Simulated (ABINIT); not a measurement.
Crystal: Ir.

```
Ir
1.0
     0.00000    1.91560    1.91560
     1.91560    0.00000    1.91560
     1.91560    1.91560    0.00000
Ir
1
Direct
  0.00000 0.00000 0.00000
```

Base run:

| Quantity | Value |
| --- | --- |
| Program | ABINIT 10.8.3 (patched build) |
| Functional | PBEsol |
| Potentials or basis | JTH PAW PBE v2.0 |
| Cutoff | 463 eV |
| k mesh | 10 × 10 × 10 |
| Occupations | fermi-dirac, width 0.05 eV |
| Spin | no spin polarisation |

Its results: band gap on the k mesh none (metal or under the smearing width); pressure 0.6 GPa.

**Question.** After a change of settings the same cell gave: band gap on the k mesh none (metal or under the smearing width); pressure 5.1 GPa. Which change was it?
A. k mesh from 10 × 10 × 10 to 16 × 16 × 16
B. functional from PBEsol to AM05; k mesh from 10 × 10 × 10 to 12 × 12 × 12
C. k mesh from 10 × 10 × 10 to 5 × 5 × 5

**Answer.** C.

Caveats: some runs use coarse meshes; the PAW data sets were made with another functional, which shifts forces and pressure a little.

Runs at the PBE level aren't shown here.
